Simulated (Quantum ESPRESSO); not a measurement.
# Sb (Pm-3m) in Quantum ESPRESSO: single point with PBEsol

Aim: the single point of Sb with PBEsol.

All numbers are computed with Quantum ESPRESSO 7.5; they aren't measurements. Logs are shortened: lines on timing, memory, paths and dates and some standing lists are left out, and cuts for length are marked.

## Step 1: The crystal as given

The structure is cubic, space group Pm-3m (No. 221). Conventional cell: a = 3.160 Å, b = 3.160 Å, c = 3.160 Å, α = 90.00°, β = 90.00°, γ = 90.00°. Around Sb (site symmetry m-3m) lie 6 Sb at 3.16 Å.

This isn't the form of Sb at room conditions, which is rhombohedral.

## Step 2: Single point, PBEsol

Input file run.py:

```python
import numpy as np
from ase.calculators.espresso import Espresso, EspressoProfile
from ase.io import read

atoms = read('POSCAR')

input_data = {
    'control': {'calculation': 'scf', 'prefix': 'pwscf', 'outdir': './tmp', 'tprnfor': True, 'tstress': True, 'disk_io': 'nowf'},
    'system': {'ecutwfc': 45.0, 'ecutrho': 360.0, 'nbnd': 13, 'occupations': 'smearing', 'smearing': 'fd', 'degauss': 0.00367493},
    'electrons': {'conv_thr': 2e-10, 'electron_maxstep': 120, 'mixing_beta': 0.5},
}
pseudopotentials = {'Sb': 'sb_pbesol_v1.4.uspp.F.UPF'}
profile = EspressoProfile(command='mpirun -n 2 pw.x -nk 2', pseudo_dir='pseudo')
dft = Espresso(profile=profile, input_data=input_data, pseudopotentials=pseudopotentials, kpts=(8, 8, 8), koffset=(0, 0, 0))
atoms.calc = dft

print(f'energy {atoms.get_potential_energy():.8f} eV')
print('forces (eV/A)')
print(np.round(atoms.get_forces(), 6))
print('stress (eV/A^3, Voigt)')
print(np.round(atoms.get_stress(), 8))
print(f'Fermi level {dft.get_fermi_level():.4f} eV')
```

Input file POSCAR:

```
Sb
1.0
    3.1600000000      0.0000000000      0.0000000000
    0.0000000000      3.1600000000      0.0000000000
    0.0000000000      0.0000000000      3.1600000000
Sb
1
Direct
    0.0000000000      0.0000000000      0.0000000000
```

Potentials or basis: GBRV 1.5 PBEsol.

Launch:

```sh
$ OMP_NUM_THREADS=1 python run.py
```

Standard output:

```text
energy -2511.53798170 eV
forces (eV/A)
[[0. 0. 0.]]
stress (eV/A^3, Voigt)
[ 0.03025238  0.03025238  0.03025238 -0.         -0.         -0.        ]
Fermi level 9.0647 eV
```

espresso.pwi:

```text
&CONTROL
   calculation      = 'scf'
   tstress          = .true.
   tprnfor          = .true.
   outdir           = './tmp'
   prefix           = 'pwscf'
   disk_io          = 'nowf'
   pseudo_dir       = 'pseudo'
/
&SYSTEM
   nbnd             = 13
   ecutwfc          = 45.0
   ecutrho          = 360.0
   occupations      = 'smearing'
   degauss          = 0.00367493
   smearing         = 'fd'
   ntyp             = 1
   nat              = 1
   ibrav            = 0
/
&ELECTRONS
   electron_maxstep = 120
   conv_thr         = 2e-10
   mixing_beta      = 0.5
/
&IONS
/
&CELL
/
&FCP
/
&RISM
/
ATOMIC_SPECIES
Sb 121.76 sb_pbesol_v1.4.uspp.F.UPF

K_POINTS automatic
8 8 8  0 0 0

CELL_PARAMETERS angstrom
3.16000000000000 0.00000000000000 0.00000000000000
0.00000000000000 3.16000000000000 0.00000000000000
0.00000000000000 0.00000000000000 3.16000000000000

ATOMIC_POSITIONS angstrom
Sb 0.0000000000 0.0000000000 0.0000000000
```

espresso.pwo:

```text
This program is part of the open-source Quantum ESPRESSO suite
     for quantum simulation of materials; please cite
         "P. Giannozzi et al., J. Phys.:Condens. Matter 21 395502 (2009);
         "P. Giannozzi et al., J. Phys.:Condens. Matter 29 465901 (2017);
         "P. Giannozzi et al., J. Chem. Phys. 152 154105 (2020);
     in publications or presentations arising from this work. More details at

Warning: card &CELL ignored
Warning: card &FCP ignored
Warning: card &RISM ignored

     Message from routine setup:
[... 7 lines left out ...]
     --------------------
     sticks:   dense  smooth     PW     G-vecs:    dense   smooth      PW
     Sum        1033     509    169                24573     8709    1575

     Using Slab Decomposition

     bravais-lattice index     =            0
     lattice parameter (alat)  =       5.9715  a.u.
     unit-cell volume          =     212.9403 (a.u.)^3
     number of atoms/cell      =            1
     number of atomic types    =            1
     number of electrons       =        15.00
     number of Kohn-Sham states=           13
     kinetic-energy cutoff     =      45.0000  Ry
     charge density cutoff     =     360.0000  Ry
     scf convergence threshold =      2.0E-10
     mixing beta               =       0.5000
     number of iterations used =            8  plain     mixing
     Exchange-correlation= SLA  PW   PSX  PSC
                           (   1   4  10   8   0   0   0)

     celldm(1)=   5.971535  celldm(2)=   0.000000  celldm(3)=   0.000000
     celldm(4)=   0.000000  celldm(5)=   0.000000  celldm(6)=   0.000000

     crystal axes: (cart. coord. in units of alat)
               a(1) = (   1.000000   0.000000   0.000000 )
               a(2) = (   0.000000   1.000000   0.000000 )
               a(3) = (   0.000000   0.000000   1.000000 )

     reciprocal axes: (cart. coord. in units 2 pi/alat)
               b(1) = (  1.000000  0.000000  0.000000 )
               b(2) = (  0.000000  1.000000  0.000000 )
               b(3) = (  0.000000  0.000000  1.000000 )

     PseudoPot. # 1 for Sb read from file:
     sb_pbesol_v1.4.uspp.F.UPF
     Pseudo is Ultrasoft + core correction, Zval = 15.0
     Generated by new atomic code, or converted to UPF format
     Using radial grid of  891 points,  6 beta functions with:
                l(1) =   0
                l(2) =   0
                l(3) =   1
                l(4) =   1
                l(5) =   2
                l(6) =   2
     Q(r) pseudized with  8 coefficients,  rinner =    1.350   1.350   1.350
                                                       1.350   1.350

     atomic species   valence    mass     pseudopotential
     Sb               15.00   121.76000     Sb( 1.00)

     48 Sym. Ops., with inversion, found

   Cartesian axes

     site n.     atom                  positions (alat units)
         1        Sb     tau(   1) = (   0.0000000   0.0000000   0.0000000  )

     number of k points=    35  Fermi-Dirac smearing, width (Ry)=  0.0037
                       cart. coord. in units 2pi/alat
        k(    1) = (   0.0000000   0.0000000   0.0000000), wk =   0.0039062
        k(    2) = (   0.0000000   0.0000000   0.1250000), wk =   0.0234375
        k(    3) = (   0.0000000   0.0000000   0.2500000), wk =   0.0234375
        k(    4) = (   0.0000000   0.0000000   0.3750000), wk =   0.0234375
        k(    5) = (   0.0000000   0.0000000  -0.5000000), wk =   0.0117188
        k(    6) = (   0.0000000   0.1250000   0.1250000), wk =   0.0468750
[... 27 lines left out ...]
        k(   34) = (   0.3750000  -0.5000000  -0.5000000), wk =   0.0234375
        k(   35) = (  -0.5000000  -0.5000000  -0.5000000), wk =   0.0039062

     Dense  grid:    24573 G-vectors     FFT dimensions: (  40,  40,  40)

     Smooth grid:     8709 G-vectors     FFT dimensions: (  25,  25,  25)

     Check: negative core charge=   -0.000003

     Initial potential from superposition of free atoms

     starting charge      14.0000, renormalised to      15.0000
     Starting wfcs are    9 randomized atomic wfcs +    4 random wfcs

     Self-consistent Calculation

     iteration #  1     ecut=    45.00 Ry     beta= 0.50
     Davidson diagonalization with overlap
     ethr =  1.00E-02,  avg # of iterations =  6.0

     total energy              =    -184.37692468 Ry
     estimated scf accuracy    <       1.05743939 Ry

     iteration #  2     ecut=    45.00 Ry     beta= 0.50
     Davidson diagonalization with overlap
     ethr =  7.05E-03,  avg # of iterations =  2.0

     total energy              =    -184.59395234 Ry
     estimated scf accuracy    <       0.00992327 Ry

     iteration #  3     ecut=    45.00 Ry     beta= 0.50
     Davidson diagonalization with overlap
     ethr =  6.62E-05,  avg # of iterations =  3.2
[... 29 lines left out ...]
     total energy              =    -184.59465304 Ry
     estimated scf accuracy    <       0.00000001 Ry

     iteration #  8     ecut=    45.00 Ry     beta= 0.50
     Davidson diagonalization with overlap
     ethr =  8.37E-11,  avg # of iterations =  2.0

     total energy              =    -184.59465304 Ry
     estimated scf accuracy    <          3.7E-10 Ry

     iteration #  9     ecut=    45.00 Ry     beta= 0.50
     Davidson diagonalization with overlap
     ethr =  2.48E-12,  avg # of iterations =  2.0

     End of self-consistent calculation

          k = 0.0000 0.0000 0.0000 (  1045 PWs)   bands (ev):

   -19.9350 -19.9350 -19.7896 -19.7896 -19.7896  -2.8656  12.2471  12.2471
    12.2471  16.1982  16.1982  16.9142  28.5325

          k = 0.0000 0.0000 0.1250 (  1077 PWs)   bands (ev):

   -19.9343 -19.9160 -19.7952 -19.7952 -19.7893  -2.6534  10.1580  12.4507
    12.4507  16.3865  16.8407  18.9523  26.3698

          k = 0.0000 0.0000 0.2500 (  1097 PWs)   bands (ev):

   -19.9325 -19.8698 -19.8083 -19.8083 -19.7883  -2.0419   7.2746  13.0079
    13.0079  16.9422  17.4606  22.6558  23.7156

          k = 0.0000 0.0000 0.3750 (  1093 PWs)   bands (ev):

   -19.9307 -19.8233 -19.8213 -19.8213 -19.7873  -1.1724   4.9429  13.7082
    13.7082  17.7999  18.4609  21.7369  21.7369
[... 38 lines left out ...]
   -19.8889 -19.8491 -19.8248 -19.8050 -19.7757   0.2003   4.6784   9.2999
    14.3847  14.8370  20.0523  21.0291  21.7119

          k = 0.0000 0.3750 0.3750 (  1083 PWs)   bands (ev):

   -19.8751 -19.8584 -19.8183 -19.8181 -19.7606   0.5452   6.3631   6.6204
    13.1822  15.1730  20.0323  22.8741  23.1309

          k = 0.0000 0.3750-0.5000 (  1086 PWs)   bands (ev):

   -19.8706 -19.8648 -19.8235 -19.8177 -19.7447   1.1057   5.4238   6.9222
    12.3150  15.5299  21.0373  21.8703  22.6093

          k = 0.0000-0.5000-0.5000 (  1092 PWs)   bands (ev):

   -19.8713 -19.8653 -19.8230 -19.8230 -19.7296   1.6892   5.8332   5.8332
    11.4637  15.8808  22.3840  22.3840  22.4264

          k = 0.1250 0.1250 0.1250 (  1090 PWs)   bands (ev):

   -19.9052 -19.9052 -19.8006 -19.8002 -19.8002  -2.2290  10.4757  10.4757
    10.7700  19.1413  19.1413  19.3413  23.5147

          k = 0.1250 0.1250 0.2500 (  1086 PWs)   bands (ev):

   -19.9035 -19.8586 -19.8139 -19.8136 -19.7992  -1.6172   7.6822  11.0332
    11.2831  19.1237  19.5724  20.9499  21.3142

          k = 0.1250 0.1250 0.3750 (  1079 PWs)   bands (ev):

   -19.9017 -19.8273 -19.8269 -19.8117 -19.7981  -0.7463   5.3513  11.7569
    12.1065  17.7814  18.6472  20.6689  21.7648
[... 18 lines left out ...]
   -19.8707 -19.8485 -19.8313 -19.8109 -19.7736   0.4151   4.8802   9.4936
    12.9789  14.5679  18.0989  21.7126  23.2954

          k = 0.1250 0.3750 0.3750 (  1087 PWs)   bands (ev):

   -19.8579 -19.8551 -19.8247 -19.8244 -19.7602   0.7601   6.5608   6.8237
    13.1915  13.4988  19.5271  20.0223  23.0312

          k = 0.1250 0.3750-0.5000 (  1080 PWs)   bands (ev):

   -19.8641 -19.8507 -19.8299 -19.8239 -19.7442   1.3224   5.6230   7.1208
    12.5196  13.7281  18.9700  20.3480  23.6080

          k = 0.1250-0.5000-0.5000 (  1068 PWs)   bands (ev):

   -19.8705 -19.8451 -19.8293 -19.8293 -19.7292   1.9082   6.0304   6.0304
    11.6736  14.1409  19.5857  19.5857  22.5708

          k = 0.2500 0.2500 0.2500 (  1069 PWs)   bands (ev):

   -19.8325 -19.8325 -19.8274 -19.8260 -19.8260  -0.3897   8.6553   8.6553
     9.2630  17.5774  18.5881  18.5881  24.4895

          k = 0.2500 0.2500 0.3750 (  1077 PWs)   bands (ev):

   -19.8414 -19.8408 -19.8307 -19.8254 -19.7844   0.4902   6.4850   9.3671
     9.9411  15.6997  16.5713  19.1977  24.0323

          k = 0.2500 0.2500-0.5000 (  1078 PWs)   bands (ev):

   -19.8473 -19.8465 -19.8303 -19.8249 -19.7646   1.0407   5.4412   9.7482
    10.4523  14.7534  15.7556  19.7666  23.0374

          k = 0.2500 0.3750 0.3750 (  1076 PWs)   bands (ev):

   -19.8562 -19.8397 -19.8394 -19.8067 -19.7592   1.3860   7.1058   7.3873
    10.4613  13.9772  16.9363  17.3027  21.8578

          k = 0.2500 0.3750-0.5000 (  1072 PWs)   bands (ev):

   -19.8624 -19.8454 -19.8389 -19.8027 -19.7427   1.9567   6.1740   7.6658
    10.8999  13.1120  16.2494  17.7245  20.8100

          k = 0.2500-0.5000-0.5000 (  1084 PWs)   bands (ev):

   -19.8689 -19.8448 -19.8448 -19.7965 -19.7284   2.5543   6.5728   6.5728
    11.3047  12.2955  16.8715  16.8715  19.7225

          k = 0.3750 0.3750 0.3750 (  1070 PWs)   bands (ev):

   -19.8549 -19.8544 -19.8544 -19.7582 -19.7582   2.3023   7.8021   7.8021
     8.4368  14.4201  15.2966  15.2966  19.6256

          k = 0.3750 0.3750-0.5000 (  1072 PWs)   bands (ev):

   -19.8610 -19.8606 -19.8539 -19.7577 -19.7380   2.9000   6.8839   8.1694
     8.6900  13.7761  14.4926  15.6963  18.5388

          k = 0.3750-0.5000-0.5000 (  1076 PWs)   bands (ev):

   -19.8672 -19.8601 -19.8601 -19.7475 -19.7276   3.5356   7.2629   7.2629
     8.8342  13.2740  14.8719  14.8719  17.3965

          k =-0.5000-0.5000-0.5000 (  1064 PWs)   bands (ev):

   -19.8664 -19.8664 -19.8664 -19.7272 -19.7272   4.2291   7.6248   7.6248
     7.6248  14.0733  14.0733  14.0733  16.1471

     the Fermi energy is     9.0647 ev

!    total energy              =    -184.59465304 Ry
     estimated scf accuracy    <          2.6E-12 Ry
     smearing contrib. (-TS)   =      -0.00053470 Ry
     internal energy E=F+TS    =    -184.59411834 Ry

     The total energy is F=E-TS. E is the sum of the following terms:
     one-electron contribution =     -84.12240600 Ry
     hartree contribution      =      49.96136969 Ry
     xc contribution           =     -43.52723947 Ry
     ewald contribution        =    -106.90584257 Ry

     convergence has been achieved in   9 iterations

     Forces acting on atoms (cartesian axes, Ry/au):

     atom    1 type  1   force =     0.00000000    0.00000000    0.00000000

     Total force =     0.000000     Total SCF correction =     0.000000

     Computing stress (Cartesian axis) and pressure

          total   stress  (Ry/bohr**3)                   (kbar)     P=      -48.47
  -0.00032949   0.00000000   0.00000000          -48.47        0.00        0.00
   0.00000000  -0.00032949   0.00000000            0.00      -48.47        0.00
   0.00000000   0.00000000  -0.00032949            0.00        0.00      -48.47

=------------------------------------------------------------------------------=
   JOB DONE.
=------------------------------------------------------------------------------=
```

It took 4.5 s on 2 MPI ranks of Arm Neoverse V2, shared host; peak memory 0.18 GiB.

Results:

| Property | Result |
| --- | --- |
| Free energy | -2511.5382 eV |
| Pressure | -4.8 GPa |
| Band gap on the k mesh | none (metal or under the smearing width) |

Spin-orbit coupling is left out, which matters for the levels of Sb.
